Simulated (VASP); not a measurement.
# VASP 6.6.1, LDA relaxation of cell and atoms, SnTe (rocksalt)

INCAR

```
LREAL = .FALSE.
SIGMA = 0.02
LWAVE = .FALSE.
LASPH = .TRUE.
NSW = 40
ENCUT = 600
GGA = CA
ISIF = 3
PREC = Accurate
NBANDS = 17
ISMEAR = -1
EDIFF = 1E-7
IBRION = 2
NELM = 120
LCHARG = .FALSE.
EDIFFG = -5E-3
```

KPOINTS

```
KPOINTS created by Atomic Simulation Environment
0
Gamma
6 6 6
0 0 0
```

POSCAR

```
Sn Te
 1.0000000000000000
    -0.0000000000000000    3.2053449931371869    3.2053449931371869
     3.2053449931371869    0.0000000000000000    3.2053449931371869
     3.2053449931371869    3.2053449931371869   -0.0000000000000000
 Sn  Te
   1   1
Cartesian
  0.0000000000000000  0.0000000000000000  0.0000000000000000
  3.2053449931371869  3.2053449931371869  3.2053449931371869
```

VASP ran with the recommended LDA PAW datasets (20 valence electrons in the cell).

Command

```
mpirun -np 1 vasp_std
```

From OUTCAR

```
k-points           NKPTS =     16   k-points in BZ     NKDIM =     16   number of bands    NBANDS=     17

   NELECT =      20.0000    total number of electrons

   dimension x,y,z NGX =    36 NGY =   36 NGZ =   36
   dimension x,y,z NGXF=    72 NGYF=   72 NGZF=   72

  energy-cutoff  :      600.00
  volume of cell :       60.68
      direct lattice vectors                 reciprocal lattice vectors
     0.000000000  3.118920735  3.118920735    -0.160311865  0.160311865  0.160311865
     3.118920735  0.000000000  3.118920735     0.160311865 -0.160311865  0.160311865
     3.118920735  3.118920735  0.000000000     0.160311865  0.160311865 -0.160311865

 k-points in reciprocal lattice and weights: KPOINTS created by Atomic Simulation Env
   0.00000000  0.00000000  0.00000000       0.005
   0.16666667  0.00000000  0.00000000       0.037
   0.33333333  0.00000000  0.00000000       0.037
   0.50000000  0.00000000  0.00000000       0.019
   0.16666667  0.16666667  0.00000000       0.028
   0.33333333  0.16666667  0.00000000       0.111
   0.50000000  0.16666667  0.00000000       0.111
  -0.33333333  0.16666667  0.00000000       0.111
   ...

 E-fermi :   7.1579

 k-point     1 :       0.0000    0.0000    0.0000
  band No.  band energies     occupation
      1     -14.6999      2.00000
      2     -14.6999      2.00000
      3     -14.6884      2.00000
      4     -14.6884      2.00000
      5     -14.6884      2.00000
      6      -5.9235      2.00000
      7       2.4511      2.00000
      8       4.9188      2.00000
      9       4.9188      2.00000
     10       4.9188      2.00000
     11      10.4730      0.00000
     12      10.4730      0.00000
     13      10.4730      0.00000
     14      11.8492      0.00000
     15      11.8492      0.00000
     16      11.8492      0.00000
     17      13.8088      0.00000

 k-point     2 :       0.1667    0.0000    0.0000
  band No.  band energies     occupation
      1     -14.7012      2.00000
      2     -14.7012      2.00000
      3     -14.6880      2.00000
      4     -14.6867      2.00000
      5     -14.6867      2.00000
      6      -5.6811      2.00000
      7       1.2512      2.00000
      8       4.9645      2.00000
      9       4.9645      2.00000
     10       5.7171      2.00000
     11       9.4018      0.00000
     12       9.4018      0.00000
     13       9.4543      0.00000
     14      11.8146      0.00000
     15      12.4183      0.00000
     16      12.4183      0.00000
     17      15.6274      0.00000

 k-point     3 :       0.3333    0.0000    0.0000
  band No.  band energies     occupation
      1     -14.7043      2.00000
      2     -14.7043      2.00000
      3     -14.6871      2.00000
      4     -14.6827      2.00000
      5     -14.6827      2.00000
      6      -5.0444      2.00000
      7      -0.5170      2.00000
      8       5.1308      2.00000
      9       5.1308      2.00000
     10       6.5127      2.00000
     11       8.0180      0.00000
     12       8.0180      0.00000
     13       8.1081      0.00000
     14      12.9622      0.00000
     15      13.9650      0.00000
     16      13.9650      0.00000
     17      17.9277      0.00000

 k-point     4 :       0.5000    0.0000    0.0000
  band No.  band energies     occupation
      1     -14.7059      2.00000
      2     -14.7059      2.00000
      3     -14.6867      2.00000
      4     -14.6806      2.00000
      5     -14.6806      2.00000
      6      -4.5610      2.00000
      7      -1.4263      2.00000
      8       5.2820      2.00000
      9       5.2820      2.00000
     10       7.0545      1.98870
     11       7.2614      0.01129
     12       7.4111      0.00001
     13       7.4111      0.00001
     14      14.9298      0.00000
     15      15.9371      0.00000
     16      15.9955      0.00000
     17      15.9955      0.00000

 k-point     5 :       0.1667    0.1667    0.0000
  band No.  band energies     occupation
      1     -14.7045      2.00000
      2     -14.6985      2.00000
      3     -14.6896      2.00000
      4     -14.6854      2.00000
      5     -14.6854      2.00000
      6      -5.6015      2.00000
      7       1.2710      2.00000
      8       4.3986      2.00000
      9       4.3986      2.00000
     10       6.3670      2.00000
     11       8.0033      0.00000
     12      10.6524      0.00000
     13      10.6625      0.00000
     14      10.6625      0.00000
     15      13.3111      0.00000
     16      13.3111      0.00000
     17      14.3687      0.00000

 k-point     6 :       0.3333    0.1667    0.0000
  band No.  band energies     occupation
      1     -14.7085      2.00000
      2     -14.6995      2.00000
      3     -14.6891      2.00000
      4     -14.6827      2.00000
      5     -14.6817      2.00000
      6      -5.0960      2.00000
      7       0.0792      2.00000
      8       4.1848      2.00000
      9       4.2902      2.00000
     10       5.3525      2.00000
     11       8.7314      0.00000
     12       9.9288      0.00000
     13      10.0303      0.00000
     14      10.9513      0.00000
     15      14.5768      0.00000
     16      14.8294      0.00000
     17      16.2769      0.00000

 k-point     7 :       0.5000    0.1667    0.0000
  band No.  band energies     occupation
      1     -14.7094      2.00000
      2     -14.7028      2.00000
      3     -14.6864      2.00000
      4     -14.6816      2.00000
      5     -14.6796      2.00000
      6      -4.4979      2.00000
      7      -1.0753      2.00000
      8       3.7496      2.00000
      9       4.4517      2.00000
     10       5.3471      2.00000
     11       8.7172      0.00000
     12       8.7175      0.00000
     13       9.9589      0.00000
     14      12.5418      0.00000
     15      15.4908      0.00000
     16      16.0867      0.00000
     17      16.6292      0.00000

 k-point     8 :      -0.3333    0.1667    0.0000
  band No.  band energies     occupation
      1     -14.7063      2.00000
      2     -14.7048      2.00000
      3     -14.6856      2.00000
      4     -14.6819      2.00000
      5     -14.6815      2.00000
      6      -4.6598      2.00000
      7      -0.8568      2.00000
      8       3.3776      2.00000
      9       5.1115      2.00000
     10       6.1838      2.00000
     11       7.8524      0.00000
     12       8.0262      0.00000
     13      10.5636      0.00000
     14      13.0957      0.00000
     15      13.8743      0.00000
     16      15.2858      0.00000
     17      17.0464      0.00000

 k-point     9 :      -0.1667    0.1667    0.0000
  band No.  band energies     occupation
      1     -14.7040      2.00000
      2     -14.7021      2.00000
      3     -14.6874      2.00000
      4     -14.6851      2.00000
      5     -14.6835      2.00000
      6      -5.3033      2.00000
      7       0.3167      2.00000
      8       3.8216      2.00000
      9       5.4661      2.00000
     10       6.7765      2.00000
     11       7.8152      0.00000
     12       7.9607      0.00000
     13      10.6457      0.00000
     14      12.0880      0.00000
     15      12.5787      0.00000
     16      14.6033      0.00000
     17      15.0423      0.00000

 k-point    10 :       0.3333    0.3333    0.0000
  band No.  band energies     occupation
      1     -14.7152      2.00000
      2     -14.6957      2.00000
      3     -14.6919      2.00000
      4     -14.6790      2.00000
      5     -14.6790      2.00000
      6      -4.7851      2.00000
      7       0.3505      2.00000
      8       3.3645      2.00000
      9       3.5857      2.00000
     10       3.5857      2.00000
     11       9.5567      0.00000
     12      11.0574      0.00000
     13      11.5020      0.00000
     14      11.5020      0.00000
     15      15.3001      0.00000
     16      16.2006      0.00000
     17      16.4186      0.00000

 k-point    11 :       0.5000    0.3333    0.0000
  band No.  band energies     occupation
      1     -14.7171      2.00000
      2     -14.6970      2.00000
      3     -14.6906      2.00000
      4     -14.6780      2.00000
      5     -14.6772      2.00000
      6      -4.3357      2.00000
      7      -0.1884      2.00000
      8       2.1029      2.00000
      9       3.5661      2.00000
     10       3.9328      2.00000
     11       9.9433      0.00000
     12      10.8491      0.00000
     13      11.1775      0.00000
     14      12.4819      0.00000
     15      16.1969      0.00000
     16      16.6882      0.00000
     17      17.3236      0.00000

 ...

  Total       -0.0007668     -0.0007668     -0.0007668     -0.0000000      0.0000000      0.0000000
  in kB       -0.0202453     -0.0202453     -0.0202453     -0.0000000      0.0000000      0.0000000
  external PRESSURE =      -0.0202453 kB  Pullay stress =       0.0000000 kB

 POSITION                                       TOTAL-FORCE (eV/Angst)
 -----------------------------------------------------------------------------------
      0.00000      0.00000      0.00000         0.000000     -0.000000      0.000000
      3.11892      3.11892      3.11892        -0.000000      0.000000     -0.000000
 -----------------------------------------------------------------------------------
    total drift:                               -0.000000      0.000000      0.000000

  FREE ENERGIE OF THE ION-ELECTRON SYSTEM (eV)
  ---------------------------------------------------
  free  energy   TOTEN  =        -8.8342507421 eV

  energy  without entropy=       -8.8341990351  energy(sigma->0) =       -8.83422489
```

CONTCAR

```
Sn Te
   1.00000000000000
     0.0000000000000000    3.1189207353353754    3.1189207353353754
     3.1189207353353754    0.0000000000000000    3.1189207353353754
     3.1189207353353754    3.1189207353353754    0.0000000000000000
  Sn              Te
     1     1
Direct
     0.0000000000000000    0.0000000000000000    0.0000000000000000
     0.5000000000000000    0.5000000000000000    0.5000000000000000

  0.00000000E+00  0.00000000E+00  0.00000000E+00
  0.00000000E+00  0.00000000E+00  0.00000000E+00
```

```json
{
  "relaxed cell vector lengths": "4.411, 4.411, 4.411 Å",
  "relaxed cell volume": "60.68 Å³"
}
```

The run was restarted once from its relaxed cell; OSZICAR and OUTCAR are the second run's.

The run (the restart alone) took about 7.9 s on one core of a shared host (Intel Xeon 6975P-C) and held 0.18 GiB at most.
